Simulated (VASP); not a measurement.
Here is the system:

```yaml
crystal:
  lattice:
    - [4.14469, 0.00000, 0.00000]
    - [0.00000, 4.14469, 0.00000]
    - [0.00000, 0.00000, 4.14469]
  atoms:
    - { symbol: Ba, position: [0.00000, 0.00000, 0.00000] }
    - { symbol: Sn, position: [0.50000, 0.50000, 0.50000] }
    - { symbol: O, position: [0.50000, 0.00000, 0.50000] }
    - { symbol: O, position: [0.00000, 0.50000, 0.50000] }
    - { symbol: O, position: [0.50000, 0.50000, 0.00000] }
```

Level of theory: r2SCAN meta-GGA, VASP's PBE PAW potentials (set 64) (plane waves; VASP). Settings: 520 eV cut-off, 6×6×6 Γ-centred mesh, Gaussian smearing of 0.050 eV, potentials Ba_sv Sn_d O.

Unless said otherwise, spin-orbit coupling is left out, though it shifts the bands of the heavy elements here.

Problem. What does the run give for the energy per atom (σ→0), band gap (on the k-mesh) with the smallest direct gap where there is one?

Solution. 
The band gap (on the k-mesh) is 1.43 eV, the smallest direct gap (on the k-mesh) is 1.94 eV and the energy per atom (σ→0) is -16.267 eV/atom.

Only differences to runs with the same potentials and settings are physical.

The compound is BaSnO3 in the cubic perovskite structure. It was relaxed first.
